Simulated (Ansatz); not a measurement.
# B (Pm-3m) in Ansatz: settings compared

Aim: see how the results for B move with the level of theory and the settings. Levels: revPBE, BLYP, r2SCAN. Tasks: band structure.

Program: Ansatz 0.2.0. These are calculated values, not measurements. Logs are shortened: lines on timing, memory, paths and dates and some standing lists are left out, and cuts for length are marked.

## Step 1: The structure

It takes space group Pm-3m (No. 221, cubic). The conventional cell has a = 1.885 Å, b = 1.885 Å, c = 1.885 Å, α = 90.00°, β = 90.00°, γ = 90.00°. Around B (site symmetry m-3m) lie 6 B at 1.89 Å.

The cell was built by a generator and needn't be a form met in nature.

## Step 2: Band structure, revPBE

Input file input.yaml:

```yaml
crystal:
  lattice:
    - [1.88524, 0.0, 0.0]
    - [0.0, 1.88524, 0.0]
    - [0.0, 0.0, 1.88524]
  atoms:
    - { symbol: B, position: [0.5, 0.5, 0.5] }
hamiltonian:
  xc: revpbe
  pseudopotentials: { kind: paw }
kpoints:
  mp_grid: { grid: [14, 14, 14] }
  band_path:
    path:
      - [[0.0, 0.0, 0.0], [0.0, 0.5, 0.0], [0.5, 0.5, 0.0], [0.0, 0.0, 0.0], [0.5, 0.5, 0.5], [0.0, 0.5, 0.0]]
      - [[0.5, 0.5, 0.0], [0.5, 0.5, 0.5]]
    npoints: 14
scf:
  occupations: { method: fermi_dirac, width: 0.05 }
  n_extra_bands: 6
output:
  forces: true
  stress: true
  eigenvalues: true
  fatbands: true
  write_density: true
  write_potential: true
  elf: true
  volumetric_format: npy
```

Potentials or basis: Ansatz PAW.

Command:

```bash
$ ansatz run input.yaml --threads 2 --pin off --max-ram 5632MiB --backend cpu --events-out ev --progress --plain --runs-dir out
```

Log:

```text
Warning: RAYON_NUM_THREADS=2 ignored (pool sized by the plan → 2); use --threads N
scf.n_extra_bands = 6 over 2 filled bands (N_el = 3.0): the run solves 8 bands
Engine: ansatz 0.2.0, aarch64-unknown-linux-gnu
Pseudopotentials: kind: paw
Pseudopotential: B, paw, valence charge 3, recommended cutoff 420 eV (normal), B.paw.azcp
Functional definition: revPBE
  parameter kappa = 1.245
  parameter beta = 0.06672455060314922
  exchange = pbe_x(kappa = kappa, mu = beta*pi^2/3)
  correlation = pbe_c(beta = beta)
Crystal: 1 atoms, lattice volume = 6.700 Å³
Basis set: ecut = 420 eV, 123 PW (Γ), exchange–correlation on 30×30×30 points (8 copies of the dense FFT grid, shifted against one another)
Bands: 8, of which v1, the nominal top of the filled ones, is band 2 counted from 1 (1 counted from 0)
Symmetry: 48 space group operations
Space group: Pm-3m (ITA 221), of the structure as read, at distance tolerance 1.9e-5 Å
k-points: 120 of 2744
Non-local potential: B, projectors of the file, l = 0: 2, l = 1: 2, l = 2: 1
PAW form: soft (Blöchl's): semilocal exchange-correlation on the pseudo side does not see the compensation charge
PAW frozen core: B, regenerated for the run's functional, and the local potential with it (the file was generated under x = pbe(κ = 0.804, μ = 0.2195149727645171), c = pbe(β = 0.06672455060314922))
PAW one-centre angular grid: B, 110 points (default); XC on 64 Gauss nodes
Initial density: superposition of atomic densities (neutral atoms: chi_scale 0, normalization atom), corrected by the library's trained network
Initial wavefunctions: pseudopotential atomic-orbital guess
Functional: x = revpbe(κ = 1.245, μ = 0.2195149727645171), c = pbe(β = 0.06672455060314922)
SCF iter   1: F=—  HF=-155.620423 eV  |F-HF|=—  |Δ(HF+E_count)|=         —  Δρ=3.81e-3  dr2=4.01e-4  ethr=1.77e-3  ⟨swp⟩=5.0  Hψ=6152  notcnv=0
preconditioner: auto → none  [metal: Δε(μ)=0.090 eV  Ē_g=29.420 eV  σ=0.050 eV  W_gap=0.40  n_scr=0 (ndim 8)  ℏωp=24.8 eV  f_vac=0.000  D(μ)=0.58/eV (n_scr^D=6)]
SCF iter   2: F=—  HF=-155.620417 eV  |F-HF|=—  |Δ(HF+E_count)|=   5.83e-6  Δρ=1.94e-3  dr2=1.03e-4  ethr=1.34e-5  ⟨swp⟩=1.0  Hψ=1920  notcnv=0  defer=50
SCF iter   3: F=—  HF=-155.620455 eV  |F-HF|=—  |Δ(HF+E_count)|=   3.80e-5  Δρ=2.20e-4  dr2=2.61e-6  ethr=3.44e-6  ⟨swp⟩=1.9  Hψ=1033  notcnv=0  defer=55
SCF iter   4: F=—  HF=-155.620450 eV  |F-HF|=—  |Δ(HF+E_count)|=   5.05e-6  Δρ=1.43e-4  dr2=1.10e-6  ethr=8.69e-8  ⟨swp⟩=1.0  Hψ=865  notcnv=0  defer=55
iter 5 did not close the SCF: its close was put off for the readings that it lacked (scf_convergence_deferred on its scf_iter line)
SCF iter   5: F=-155.620450 eV  HF=-155.620450 eV  |F-HF|=1.78e-10  |Δ(HF+E_count)|=   2.44e-7  Δρ=3.08e-6  dr2=4.07e-10  ethr=3.67e-8  ⟨swp⟩=1.6  Hψ=976  notcnv=0  defer=55
SCF iter   6: F=-155.620450 eV  HF=-155.620450 eV  |F-HF|=1.82e-12  |Δ(HF+E_count)|=  2.21e-10  Δρ=2.68e-7  dr2=1.50e-12  ethr=1.36e-11  ⟨swp⟩=5.9  Hψ=4369  notcnv=0
SCF 1 converged in 6 iterations: F = -155.620450 eV  dr2 = 1.50e-12
NSCF: frozen V_eff on 86 k-points
SCF converged after 6 iterations
Free energy (F): -155.620450 eV
Harris-Foulkes:  -155.620450 eV  (|F-HF|=1.82e-12)
Internal energy: -155.615770 eV  (E = F + TS)
E sigma→0 (E₀):  -155.618110 eV
Entropy (-TS):   -0.004680 eV (-4.680 meV/atom)
Fermi energy:    10.490370 eV
--- Per-component energies (eV) ---
  E_band       = 13.871731
  E_kinetic    = 46.626270
  E_local      = -6.674922  (includes V_loc(G=0)·N_el)
  E_nonlocal   = 12.035341
  E_hartree    = 0.980247
  E_xc         = -31.785092
  E_vxc        = -37.721216  (∫ρ·V_xc dr)
  E_paw        = -79.266720  (= ΣΔE_a)
  E_vpaw       = -2.354232  (= ΣTr[D̂ρ^β])
  E_aug_tail   = -0.000003  (compensation charges beyond the density's cutoff)
  E_ewald      = -97.521987
  E_core_change = -0.008905  (= ΣΔE_core)
  E_smearing   = -0.004680  (= −TS)
  E_closure    = 0.000000  (closes the sum)
  Σ components = -155.620450   (vs F -155.620450, Δ=0.00e0)
--- Forces (eV/Å), atoms counted from 1 ---
  atom   1  B      0.00000000     0.00000000    -0.00000000
  max |Σ_I F_I| component: 4.27e-31 eV/Å
--- Stress (GPa, compression-positive) ---
        3.288661       0.000000      -0.000000
        0.000000       3.288661       0.000000
       -0.000000       0.000000       3.288661
  P = ⅓ Tr σ = 3.2887 GPa (32.887 kbar)
--- Band table (eV; the first three rows and the last of 120) ---
  k-point 0: bands = ["-5.3081", "24.2151", "24.2151", "24.2151", "34.4811", "34.4811", "43.6336", "63.9027"]
  k-point 1: bands = ["-5.1340", "22.4910", "24.3607", "24.3607", "34.6818", "36.3841", "43.5498", "62.4898"]
  k-point 2: bands = ["-4.6122", "19.1118", "24.7879", "24.7879", "35.2833", "40.0463", "43.5240", "59.2178"]
  k-point 119: bands = ["13.9782", "13.9782", "13.9782", "27.0400", "27.0400", "27.0400", "28.3455", "31.7509"]
```

It took 0.59 s on 2 threads of Arm Neoverse V2, shared host; peak memory 0.24 GiB.

What came out:

| Item | Value |
| --- | --- |
| Free energy | -155.6205 eV |
| Pressure | 3.3 GPa |
| Band gap on the k mesh | none (metal or under the smearing width) |

Levels at the corners of the path, in eV from the Fermi level:
```
point  band 1  band 2  band 3  band 4  band 5
    Γ  -15.80   13.72   13.72   13.72   23.99
    X   -8.21   -6.23   17.64   17.64   30.06
    M   -1.91   -1.91    4.29    8.15   20.83
    Γ  -15.80   13.72   13.72   13.72   23.99
    R    3.49    3.49    3.49   16.55   16.55
    X   -8.21   -6.23   17.64   17.64   30.06
    M   -1.91   -1.91    4.29    8.15   20.83
    R    3.49    3.49    3.49   16.55   16.55
```

Caveat: the PAW data sets come from PBE, with cores solved anew for the run's functional, which leaves a small shift of forces and pressure.

## Step 3: Band structure, BLYP

Edit input.yaml of step 2 so:

```diff
@@ -8,3 +8,3 @@
 hamiltonian:
-  xc: revpbe
+  xc: blyp
   pseudopotentials: { kind: paw }
@@ -24,6 +24,2 @@
   eigenvalues: true
-  fatbands: true
-  write_density: true
-  write_potential: true
-  elf: true
-  volumetric_format: npy
+  fatbands: false
```

Potentials or basis: Ansatz PAW.

Command:

```bash
$ ansatz run input.yaml --threads 2 --pin off --max-ram 5632MiB --backend cpu --events-out ev --progress --plain --runs-dir out
```

Wall time 0.57 s (2 threads of Arm Neoverse V2, shared host); peak memory 0.23 GiB.

The run converged. Its results:

```
Free energy            : -155.0341 eV
Pressure               : 8.0 GPa
Band gap on the k mesh : none (metal or under the smearing width)
```

Levels at the corners of the path, in eV from the Fermi level:
| point | band 1 | band 2 | band 3 | band 4 |
| --- | --- | --- | --- | --- |
| Γ | -15.51 | 13.46 | 13.46 | 13.46 |
| X | -7.97 | -6.12 | 17.18 | 17.18 |
| M | -1.91 | -1.91 | 4.23 | 8.88 |
| Γ | -15.51 | 13.46 | 13.46 | 13.46 |
| R | 3.28 | 3.28 | 3.28 | 17.07 |
| X | -7.97 | -6.12 | 17.18 | 17.18 |
| M | -1.91 | -1.91 | 4.23 | 8.88 |
| R | 3.28 | 3.28 | 3.28 | 17.07 |

Caveat: the pressure holds a Pulay correction of +0.3 GPa for the finite cutoff; the PAW data sets come from PBE, with cores solved anew for the run's functional, which leaves a small shift of forces and pressure.

## Step 4: Band structure, r2SCAN

Edit input.yaml of step 3 so:

```diff
@@ -8,3 +8,3 @@
 hamiltonian:
-  xc: blyp
+  xc: r2scan
   pseudopotentials: { kind: paw }
@@ -25 +25,5 @@
   fatbands: false
+  write_density: true
+  write_potential: true
+  elf: true
+  volumetric_format: npy
```

Command:

```bash
$ ansatz run input.yaml --threads 2 --pin off --max-ram 5632MiB --backend cpu --events-out ev --progress --plain --runs-dir out
```

Run time: 0.98 s. Hardware: 2 threads of Arm Neoverse V2, shared host; peak memory 0.25 GiB.

Results (log left out):

```yaml
Free_energy: -155.3379 eV
Pressure: 0.5 GPa
Band_gap_on_the_k_mesh: none (metal or under the smearing width)
```

Levels at the corners of the path, in eV from the Fermi level:
| point | band 1 | band 2 | band 3 | band 4 | band 5 |
| --- | --- | --- | --- | --- | --- |
| Γ | -16.80 | 14.70 | 14.70 | 14.70 | 25.03 |
| X | -8.63 | -6.75 | 18.93 | 18.93 | 32.41 |
| M | -2.02 | -2.02 | 4.45 | 8.75 | 22.40 |
| Γ | -16.80 | 14.70 | 14.70 | 14.70 | 25.03 |
| R | 3.80 | 3.80 | 3.80 | 17.18 | 17.18 |
| X | -8.63 | -6.75 | 18.93 | 18.93 | 32.41 |
| M | -2.02 | -2.02 | 4.45 | 8.75 | 22.40 |
| R | 3.80 | 3.80 | 3.80 | 17.18 | 17.18 |

Caveat: the PAW data sets come from PBE, with cores solved anew for the run's functional, which leaves a small shift of forces and pressure.

## Step 5: The runs side by side

| level | cutoff (eV) | gap on the mesh (eV) | pressure (GPa) |
| --- | --- | --- | --- |
| revPBE | 420 | none | 3.3 |
| BLYP | 420 | none | 8.0 |
| r2SCAN | 500 | none | 0.5 |

Alike in all rows: task band structure; potentials or basis Ansatz PAW; no spin polarisation; cell as given; k mesh 14 × 14 × 14; smearing fermi-dirac 0.05 eV.

Every run on the cell as given and a fine mesh finds a metal. The pressure there spans 0.5 GPa (r2SCAN) to 8.0 GPa (BLYP); a positive pressure means that this level wants a larger cell, a negative one a smaller.

Caveats: the PAW data sets come from PBE, with cores solved anew for the run's functional, which leaves a small shift of forces and pressure.

Absolute energies hang on the potentials; compare differences alone.
